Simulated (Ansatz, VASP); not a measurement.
# I: VASP beside Ansatz

The input INCAR:

```
SYSTEM = I
PREC = Accurate
ENCUT = 600
EDIFF = 1E-6
ISMEAR = -1
SIGMA = 0.08
LREAL = .FALSE.
LASPH = .TRUE.
NELM = 100
ALGO = Normal
ISIF = 4
LWAVE = .FALSE.
LCHARG = .FALSE.
GGA = PE
IBRION = 2
NSW = 50
EDIFFG = -0.005
```

KPOINTS

```
Automatic mesh
0
G
  12 12 12
  0 0 0
```

File POSCAR:

```
I
1.0
    4.1316610188      0.0000000000      0.0000000000
   -2.0658305094      3.5781234021      0.0000000000
    0.0000000000      0.0000000000      2.6617306533
I
1
Direct
    0.0000000000      0.0000000000      0.0000000000
```

Input for Ansatz:

```yaml
crystal:
  lattice:
    - [4.1316610188, 0.0, 0.0]
    - [-2.0658305094, 3.5781234021, 0.0]
    - [0.0, 0.0, 2.6617306533]
  atoms:
    - { symbol: I, position: [0.0, 0.0, 0.0] }
kpoints:
  mp_grid: { grid: [12, 12, 12] }
scf:
  occupations: { method: fermi_dirac, width: 0.08 }
hamiltonian:
  xc: pbe
  pseudopotentials: { kind: paw }
output:
  forces: true
  stress: true
relax:
  f_tol: 0.005
  max_steps: 30
  cell: { stress_tol: 0.15, fix: [volume] }
```

Alike in both runs: task relaxation of shape and atoms at fixed volume; functional PBE; k mesh 12 × 12 × 12; occupations fermi-dirac, width 0.08 eV; no spin polarisation.

```csv
,VASP,Ansatz
version,VASP 6.6.1,Ansatz 0.2.0
potentials or method,"VASP PAW PBE potentials, release 64 (I)","PAW with Ansatz's default frozen-core files, scalar-relativistic"
plane-wave cutoff (eV),600,420
valence electrons in the cell,7,17
```

|  | VASP | Ansatz | Ansatz less VASP |
| --- | --- | --- | --- |
| relaxed volume (Å³/atom) | 39.35 | 39.35 | 0.000 |
| relaxed cell length with the largest relative difference (Å) | 2.896 | 2.901 | +0.0049 |
| energy change over the relaxation (meV/atom) | -237 | -242 | -4.5 |

The two sets of potentials don't hold the same shells in valence.

Caveats: an odd number of electrons without spin polarisation forces a metal; a magnetic or distorted state may lie lower. The runs have no spin-orbit coupling, so splittings on I are missing.
